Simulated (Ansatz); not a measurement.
# Al$_{3}$Ni$_{2}$: how the axes shrink under pressure

Al$_{3}$Ni$_{2}$, P-3m1, a = 4.007 Å, c = 4.862 Å. Ansatz: r2SCAN, PAW, 500 eV, Γ-centred 12×12×8 mesh on 5 atoms, Gaussian smearing 0.10 eV; no spin polarisation. Cell and atoms are relaxed at each pressure, and no other structure is tried, so the rows at high pressure may lie past a change of phase. y = 100 ln(c/c0) with c0 = 4.8615 Å, so nearly a change in per cent. The pressures are the targets, met within 0.01 GPa.

```
P (GPa) y  100 ln(a/a0)
   -3.0      ?             ?
    0.0   0.00          0.00
    3.0  -0.62         -0.68
    8.0  -1.55         -1.71
   15.0  -2.69         -2.96
   30.0  -4.70         -5.17
   60.0  -7.67         -8.47
```

Question: Fit y = c1 P + c2 P² to the other rows, give the linear compressibility along c, and predict the missing y.

Answer: Least squares on the rows shown. y = −0.1918 P + 0.001071 P². The linear compressibility along c is −c1/100 = 1.92 per TPa, against 2.11 along a from the same fit to the last column (its missing entry is 0.74): the crystal is about as stiff along both at low pressure. The runs next to zero pressure give 2.16 and 2.37, so a parabola over the whole range misstates the start. With a term in P³ added, the coefficient of P becomes -0.2095, 9 % more, which shows how far this figure hangs on the form. At P = -3.0 the fit asked for gives 0.59. The run gave 0.67, so the fit is 0.08 too low, within twice the rms miss on the fitted rows (0.07).